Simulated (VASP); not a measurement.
Ru:

```
Ru
1.0
     2.70580    0.00000    0.00000
    -1.35290    2.34329    0.00000
     0.00000    0.00000    4.28190
Ru
2
Direct
  0.66667 0.33333 0.75000
  0.33333 0.66667 0.25000
```

* Program: VASP 6.6.1
* Task: relaxation of cell and atoms
* Functional: SCAN
* Dispersion: D3(BJ)
* Potentials or basis: VASP PAW PBE potentials, release 64 (Ru_pv)
* Cutoff: 600 eV
* k mesh: 11 × 11 × 6
* Occupations: fermi-dirac, width 0.05 eV
* Spin: no spin polarisation

At the start: pressure -7.2 GPa; volume 13.57 Å³/atom.

Question: How do energy, volume and symmetry change on relaxing?

Answer: Over 9 steps the energy falls by 7.6 meV/atom and the volume is 13.30 Å³/atom (-2.1 %); space group P6_3/mmc (No. 194, to 0.05 Å).

Step by step:
| step | energy change (eV) | largest force (eV/Å) | pressure (GPa) | volume (Å³) |
| --- | --- | --- | --- | --- |
| 1 | 0.0000 | 0.0000 | -7.16 | 27.15 |
| 2 | 0.1286 | 0.0000 | 28.98 | 24.84 |
| 3 | -0.0152 | 0.0000 | 0.45 | 26.56 |
| 4 | -0.0152 | 0.0000 | 0.03 | 26.59 |
| 5 | -0.0152 | 0.0000 | 0.18 | 26.58 |
| 6 | -0.0150 | 0.0000 | -0.43 | 26.62 |
| 7 | -0.0151 | 0.0000 | -0.11 | 26.60 |
| 8 | -0.0152 | 0.0000 | 0.15 | 26.58 |
| 9 | -0.0152 | 0.0000 | 0.00 | 26.59 |

Final structure:
```cif
data_structure
_symmetry_space_group_name_H-M 'P 1'
_symmetry_Int_Tables_number 1
_cell_length_a 2.6900
_cell_length_b 2.6900
_cell_length_c 4.2432
_cell_angle_alpha 90.000
_cell_angle_beta 90.000
_cell_angle_gamma 120.000
_cell_volume 26.59
loop_
_atom_site_label
_atom_site_type_symbol
_atom_site_fract_x
_atom_site_fract_y
_atom_site_fract_z
_atom_site_occupancy
Ru1 Ru 0.66667 0.33333 0.75000 1
Ru2 Ru 0.33333 0.66667 0.25000 1
```

Caveat: the PAW data sets were made with another functional, which shifts forces and pressure a little; pairwise dispersion overbinds metals, which lowers pressure and volume.
